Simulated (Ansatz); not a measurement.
## Zr (bcc): energy against volume

These are results of DFT, PBE, plane waves (420 eV) with PAW, scalar-relativistic in Ansatz, not measurements.

The cell is scaled uniformly from the relaxed one, with fractional coordinates and shape fixed. Energies are extrapolated to zero smearing, pressures are those at the given smearing. Magnetic state: spin not included.

A Birch-Murnaghan fit gives V₀ = 22.79 Å³/atom, B₀ = 88 GPa, B₀′ = 3.2.

What are the energy above the minimum and the pressure at 21.090 Å³/atom?

38.4 meV/atom and 8.07 GPa as computed.

What are the energy above the minimum and the pressure at 22.007 Å³/atom?

7.7 meV/atom and 3.63 GPa as computed.

What are the energy above the minimum and the pressure at 24.757 Å³/atom?

41.4 meV/atom and -5.99 GPa as computed.
